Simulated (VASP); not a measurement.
Write the native input for VASP 6.6.1 that does the following.

| Quantity | Value |
| --- | --- |
| Task | relaxation of cell and atoms |
| Functional | PBE |
| Dispersion | D3(BJ) |
| Potentials or basis | VASP PAW PBE potentials, release 64 (Ru_pv) |
| Cutoff | 600 eV |
| k mesh | 15 × 15 × 9 |
| Occupations | methfessel-paxton, width 0.1 eV |
| Spin | no spin polarisation |
| Further INCAR settings | ALGO = Normal; EDIFF = 1e-06; IBRION = 2; EDIFFG = -0.01; NSW = 90; ISIF = 3 |

The structure of Ru lies in POSCAR:

```
Ru
1.0
    2.7058000000      0.0000000000      0.0000000000
   -1.3529000000      2.3432915376      0.0000000000
    0.0000000000      0.0000000000      4.2819000000
Ru
2
Direct
    0.3333333333      0.6666666667      0.2500000000
    0.6666666667      0.3333333333      0.7500000000
```

The input as run:

INCAR

```
SYSTEM = Ru
ALGO = Normal ; EDIFF = 1E-6
EDIFFG = -0.01 ; ENCUT = 600
GGA = PE ; IBRION = 2
ISIF = 3 ; ISMEAR = 1
IVDW = 12 ; LASPH = .TRUE.
LCHARG = .FALSE. ; LREAL = .FALSE.
LWAVE = .FALSE. ; NELM = 80
NSW = 90 ; PREC = Accurate
SIGMA = 0.1
```

KPOINTS

```
k-points
0
G
  15 15 9
  0 0 0
```

Potentials or basis: VASP PAW PBE potentials, release 64 (Ru_pv).

Launch:

```sh
$ cat potpaw_PBE.64/Ru_pv/POTCAR > POTCAR
$ mpirun -np 1 vasp_std > vasp.out
```

It gave:

```json
{
  "Relaxed volume": "13.43 Å³/atom",
  "Relaxed cell": "a = 2.695 Å, b = 2.695 Å, c = 4.271 Å, α = 90.00°, β = 90.00°, γ = 120.00°",
  "Space group after relaxing (to 0.05 Å)": "P6_3/mmc (No. 194)",
  "Energy gained by relaxing": "1.5 meV/atom",
  "Ionic steps": "5",
  "Pressure after relaxing": "0.0 GPa",
  "Band gap on the k mesh": "none (metal or under the smearing width)",
  "Dispersion energy per atom": "-0.631 eV"
}
```

Caveat: pairwise dispersion overbinds metals, which lowers pressure and volume.

It took 83 s on 1 thread of Intel(R) Xeon(R) Platinum 8488C (Sapphire Rapids), on a shared host, peak memory 0.22 GiB.
